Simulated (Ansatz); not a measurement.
# CdTe (F-43m): the equilibrium volume

Aim: the volume at which the pressure of CdTe (F-43m) vanishes.

Program: Ansatz 0.2.0. Level of theory: DFT PBE, scalar-relativistic, plane waves, PAW. These are calculated values, not measurements.

3 further runs of the same task are left out: 3 set aside as unsound or not needed.

### 1 The starting structure

Symmetry: F-43m, No. 216, cubic system. The conventional cell has a = 6.564 Å, b = 6.564 Å, c = 6.564 Å, α = 90.00°, β = 90.00°, γ = 90.00°. Cd (site symmetry -43m) has 4 Te at 2.84 Å as nearest neighbours. Te (site symmetry -43m) is surrounded by 4 Cd at 2.84 Å.

Structure file:

```
CELL_PARAMETERS angstrom
0.00000 3.28211 3.28211
3.28211 0.00000 3.28211
3.28211 3.28211 0.00000
ATOMIC_POSITIONS crystal
Cd 0.00000 0.00000 0.00000
Te 0.25000 0.25000 0.25000
```

### 2 The first run (PBE, 6×6×6 mesh)

Contents of input.yaml:

```yaml
crystal:
  lattice:
    - [0.0, 3.2821135562, 3.2821135562]
    - [3.2821135562, 0.0, 3.2821135562]
    - [3.2821135562, 3.2821135562, 0.0]
  atoms:
    - { symbol: Cd, position: [0.0, 0.0, 0.0] }
    - { symbol: Te, position: [0.25, 0.25, 0.25] }
basis:
  ecutwfc: 420
kpoints:
  mp_grid: { grid: [6, 6, 6] }
hamiltonian:
  xc: pbe
scf:
  occupations: { method: gaussian, width: 0.1 }
output:
  forces: true
  stress: true
  eigenvalues: true
```

Started as:

```sh
$ ansatz run input.yaml --threads 8 --pin off --max-ram 16384MiB --backend cpu --events-out ev --progress --plain --runs-dir out
```

Output, cut to the lines that bear on the results:

```text
Warning: RAYON_NUM_THREADS=8 ignored (pool sized by the plan → 8); use --threads N
[...]
Pseudopotentials: kind: paw
Pseudopotential: Cd, paw, valence charge 20, recommended cutoff 420 eV (normal), Cd.paw.azcp
Pseudopotential: Te, paw, valence charge 16, recommended cutoff 420 eV (normal), Te.paw.azcp
Functional definition: PBE
[...]
Crystal: 2 atoms, lattice volume = 70.712 Å³
Basis set: ecut = 420 eV, 1411 PW (Γ), exchange–correlation on 64×64×64 points (8 copies of the dense FFT grid, shifted against one another)
Bands: 22, of which v1, the nominal top of the filled ones, is band 18 counted from 1 (17 counted from 0)
Symmetry: 24 space group operations
Space group: F-43m (ITA 216), of the structure as read, at distance tolerance 4.1e-5 Å
k-points: 16 of 216 (time reversal used)
[...]
SCF iter   1: F=—  HF=-15235.329274 eV  |F-HF|=—  |Δ(HF+E_count)|=         —  Δρ=1.35e-3  dr2=3.29e-3  ethr=1.77e-3  ⟨swp⟩=5.8  Hψ=1620  notcnv=0
[...]
SCF iter   6: F=-15235.328711 eV  HF=-15235.328711 eV  |F-HF|=3.41e-8  |Δ(HF+E_count)|=   1.76e-6  Δρ=2.89e-6  dr2=7.30e-9  ethr=2.78e-10  ⟨swp⟩=7.1  Hψ=1646  notcnv=0
[...]
SCF converged after 6 iterations
Free energy (F): -15235.328711 eV
[...]
E sigma→0 (E₀):  -15235.328711 eV
Entropy (-TS):   -0.000000 eV (-0.000 meV/atom)
Fermi energy:    7.269196 eV
[...]
--- Forces (eV/Å), atoms counted from 1 ---
  atom   1  Cd     0.00000000    -0.00000000    -0.00000000
  atom   2  Te    -0.00000000     0.00000000     0.00000000
[...]
--- Stress (GPa, compression-positive) ---
        0.931002      -0.000000      -0.000000
        0.000000       0.931002       0.000000
       -0.000000       0.000000       0.931002
  P = ⅓ Tr σ = 0.9310 GPa (9.310 kbar)
--- Band table (eV; the first three rows and the last of 16) ---
  k-point 0: bands = ["-95.0981", "-56.1605", "-56.1605", "-56.1605", "-29.0013", "-29.0013", "-29.0013", "-28.9946", "-28.9946", "-4.0276", "-1.2240", "-1.2240", "-1.2240", "-0.9906", "-0.9906", "6.9332", "6.9332", "6.9332", "7.5892", "11.5726", "11.5726", "11.5726"]
[...]
```

It took 0.91 s on 8 threads of Arm Neoverse V2, shared host; peak memory 0.4 GiB.

Result: volume 35.356 Å³/atom, pressure 0.93 GPa, gap on the mesh 0.66 eV.

### 3 Relaxing cell and atoms

input.yaml: that of step 2 with these lines changed.

```diff
@@ -15,3 +15,3 @@
 scf:
-  occupations: { method: gaussian, width: 0.1 }
+  occupations: { method: gaussian, width: 0.02 }
 output:
@@ -20 +20,6 @@
   eigenvalues: true
+relax:
+  adjacent_minimum: "off"
+  f_tol: 0.005
+  max_steps: 80
+  cell: { stress_tol: 0.05 }
```

Started as:

```sh
$ ansatz run input.yaml --threads 8 --pin off --max-ram 16384MiB --backend cpu --events-out ev --progress --plain --runs-dir out
```

Output, cut to the lines that bear on the results:

```text
Warning: RAYON_NUM_THREADS=8 ignored (pool sized by the plan → 8); use --threads N
[...]
[... 4 set-up lines as earlier in the session ...]
[...]
Crystal: 2 atoms, lattice volume = 70.712 Å³
Basis set: ecut = 420 eV, 1411 PW (Γ), exchange–correlation on 64×64×64 points (8 copies of the dense FFT grid, shifted against one another)
Bands: 22, of which v1, the nominal top of the filled ones, is band 18 counted from 1 (17 counted from 0)
[... 2 set-up lines as earlier in the session ...]
k-points: 16 of 216 (time reversal used)
[...]
  atom   1  Cd     0.00000000    -0.00000000    -0.00000000
  atom   2  Te     0.00000000     0.00000000     0.00000000
[...]
--- Stress (GPa, compression-positive) ---
       -0.015791       0.000000      -0.000000
        0.000000      -0.015791       0.000000
       -0.000000       0.000000      -0.015791
  P = ⅓ Tr σ = -0.0158 GPa (-0.158 kbar)
--- Band table (eV; the first three rows and the last of 16) ---
[... band rows left out ...]
[...]
--- Relaxed structure (3 steps of the walk, 3 accepted, 1 SCFs on fresh bases) ---
  F+E_penalty+E_count = -15235.33377080 eV   max|allowed force component| = 3.498e-17 eV/Å   (the final SCF, on the basis selected at the relaxed cell)
  cell:  # Å, volume = 72.5307 Å³
    - [9.553822561679231e-34, 3.310020241968147, 3.310020241968147]
    - [3.310020241968147, 6.152661729721426e-33, 3.310020241968147]
    - [3.310020241968147, 3.310020241968147, 5.8087241175009736e-33]
  atoms:
    - { symbol: Cd, position: [-7.921741220718243e-34, 1.0415622716129542e-33, 9.535429247160847e-34] }
    - { symbol: Te, position: [0.24999999999999997, 0.24999999999999997, 0.24999999999999997] }
```

Wall time 2.2 s (8 threads of Arm Neoverse V2, shared host); peak memory 0.44 GiB.

Step by step:

| step | energy from step 1 (meV/atom) | largest force component (eV/Å) | pressure (GPa) | volume (Å³/atom) |
| --- | --- | --- | --- | --- |
| 1 | 0.0 | 0.000 | 0.93 | 35.356 |
| 2 | -2.0 | 0.000 | -0.28 | 36.553 |
| 3 | -2.3 | 0.000 | -0.01 | 36.265 |
| 4 | -2.5 | 0.000 | -0.02 | 36.265 |

Step 1 is the start. Step 4 repeats the geometry before it on a plane-wave basis chosen anew for the final cell, which shifts the energy by -0.2 meV/atom. The run keeps the 24 symmetry operations that it found, so it can't reach a distortion that breaks them.

In short: volume 36.265 Å³/atom, pressure -0.02 GPa, gap on the mesh 0.58 eV.

### 4 Relaxing cell and atoms once more, on the mesh of the new cell

Contents of input.yaml:

```yaml
crystal:
  lattice:
    - [0.0, 3.310020242, 3.310020242]
    - [3.310020242, 0.0, 3.310020242]
    - [3.310020242, 3.310020242, 0.0]
  atoms:
    - { symbol: Cd, position: [0.0, 0.0, 0.0] }
    - { symbol: Te, position: [0.25, 0.25, 0.25] }
basis:
  ecutwfc: 420
kpoints:
  mp_grid: { grid: [8, 8, 8] }
hamiltonian:
  xc: pbe
scf:
  occupations: { method: gaussian, width: 0.02 }
output:
  forces: true
  stress: true
  eigenvalues: true
  write_density: true
  write_potential: true
  elf: true
  volumetric_format: npy
relax:
  adjacent_minimum: "off"
  f_tol: 0.005
  max_steps: 80
  cell: { stress_tol: 0.05 }
```

Started as:

```sh
$ ansatz run input.yaml --threads 8 --pin off --max-ram 16384MiB --backend cpu --events-out ev --progress --plain --runs-dir out
```

Output, cut to the lines that bear on the results:

```text
Warning: RAYON_NUM_THREADS=8 ignored (pool sized by the plan → 8); use --threads N
[...]
[... 4 set-up lines as earlier in the session ...]
[...]
Crystal: 2 atoms, lattice volume = 72.531 Å³
Basis set: ecut = 420 eV, 1411 PW (Γ), exchange–correlation on 64×64×64 points (8 copies of the dense FFT grid, shifted against one another)
Bands: 22, of which v1, the nominal top of the filled ones, is band 18 counted from 1 (17 counted from 0)
[... 1 set-up line as earlier in the session ...]
Space group: F-43m (ITA 216), of the structure as read, at distance tolerance 4.2e-5 Å
k-points: 29 of 512 (time reversal used)
[...]
Free energy (F): -15235.338684 eV
[...]
E sigma→0 (E₀):  -15235.338684 eV
Fermi energy:    6.882987 eV
[...]
--- Forces (eV/Å), atoms counted from 1 ---
  atom   1  Cd     0.00000000     0.00000000    -0.00000000
  atom   2  Te    -0.00000000     0.00000000     0.00000000
[...]
--- Stress (GPa, compression-positive) ---
       -0.027693      -0.000000      -0.000000
       -0.000000      -0.027693       0.000000
       -0.000000       0.000000      -0.027693
  P = ⅓ Tr σ = -0.0277 GPa (-0.277 kbar)
--- Band table (eV; the first three rows and the last of 29) ---
[... band rows left out ...]
[...]
--- Relaxed structure (1 steps of the walk, 1 accepted, 1 SCFs on fresh bases) ---
  F+E_penalty+E_count = -15235.33868416 eV   max|allowed force component| = 8.211e-17 eV/Å   (the final SCF, on the basis selected at the relaxed cell)
  cell:  # Å, volume = 72.5307 Å³
    - [0.0, 3.310020242, 3.310020242]
    - [3.310020242, 0.0, 3.310020242]
    - [3.310020242, 3.310020242, 0.0]
  atoms:
    - { symbol: Cd, position: [0.0, 0.0, 0.0] }
    - { symbol: Te, position: [0.24999999999999997, 0.24999999999999997, 0.24999999999999997] }
```

Run time: 1.6 s. Hardware: 8 threads of Arm Neoverse V2, shared host; peak memory 0.48 GiB.

How the relaxation went:

| step | energy from step 1 (meV/atom) | largest force component (eV/Å) | pressure (GPa) | volume (Å³/atom) |
| --- | --- | --- | --- | --- |
| 1 | 0.0 | 0.000 | -0.03 | 36.265 |
| 2 | 0.0 | 0.000 | -0.03 | 36.265 |

Step 1 is the start. Step 2 repeats the geometry before it on a plane-wave basis chosen anew for the final cell, which leaves the energy as it was.

Result: volume 36.265 Å³/atom, pressure -0.03 GPa, mesh gap 0.58 eV.

### 5 The way to zero pressure

| step | level | mesh | relaxed | volume (Å³/atom) | pressure (GPa) |
| --- | --- | --- | --- | --- | --- |
| 2 | PBE | 6×6×6 | nothing | 35.356 | 0.93 |
| 3 | PBE | 6×6×6 | all | 36.265 | -0.02 |
| 4 | PBE | 8×8×8 | all | 36.265 | -0.03 |

The cell before and after:

| cell as typed | before | after | change |
| --- | --- | --- | --- |
| a (Å) | 4.642 | 4.681 | +0.9 % |
| b (Å) | 4.642 | 4.681 | +0.9 % |
| c (Å) | 4.642 | 4.681 | +0.9 % |
| volume (Å³/atom) | 35.356 | 36.265 | +2.6 % |
| shortest distance (Å) | 2.842 | 2.867 | +0.9 % |
| space group | F-43m | F-43m | same |

### 6 Results

```
         quantity                                                                      value
           volume                                                             36.265 Å³/atom
         pressure                                                                  -0.03 GPa
conventional cell  a = 6.620 Å, b = 6.620 Å, c = 6.620 Å, α = 90.00°, β = 90.00°, γ = 90.00°
  gap on the mesh                                                                    0.58 eV
```

In words: Over the 3 runs shown the cell moved from 35.36 to 36.27 Å³/atom, a change of +2.6 %, where the pressure is zero within 0.03 GPa.

These are semilocal Kohn-Sham gaps, which aren't the measured quantity. Such gaps usually fall short of the measured ones; spin-orbit coupling, left out here, narrows gaps with Te, so the two errors partly cancel.
